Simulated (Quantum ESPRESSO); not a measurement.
WC:

```xyz
2
Lattice="0.0000 2.1927 2.1927 2.1927 0.0000 2.1927 2.1927 2.1927 0.0000" Properties=species:S:1:pos:R:3 pbc="T T T"
W     0.0000    0.0000    0.0000
C     2.1927    2.1927    2.1927
```

Measurements of this composition are mostly on another form, of space group No. 187.

- Program: Quantum ESPRESSO 7.5
- Task: Hubbard U by linear response
- Functional: PBE
- Potentials or basis: GBRV 1.5 PBE
- Cutoff: 762 eV
- Density cutoff: 6095 eV
- k mesh: 8 × 8 × 8
- Occupations: cold, width 0.2 eV
- Spin: no spin polarisation
- Hubbard terms: W d U = 4.0 eV
- Start of the occupations: default
- Hubbard projectors: ortho-atomic
- Mixing beta: 0.3
- Most SCF iterations: 120
- SCF threshold: 4e-10 Ry
- q mesh: 2 × 2 × 2

Question: What Hubbard parameters does linear response give?

Answer: U = 3.33 eV on W 5d. The values belong to these projectors, potentials and this ground state, and don't carry over to other codes.

Hubbard U from linear response:
```
site  manifold  U (eV)
   1      W-5d    3.33
```
On the first site the bare response is -0.970 and the screened one -0.225 eV⁻¹.

Eigenvalues of the final occupation matrices:
```
  site  spin  trace               eigenvalues
W 1 5d  each   2.28  0.44 0.44 0.47 0.47 0.47
```

Caveat: U without spin polarisation on a metal has little footing; the U is typed as a test and isn't derived for this compound.
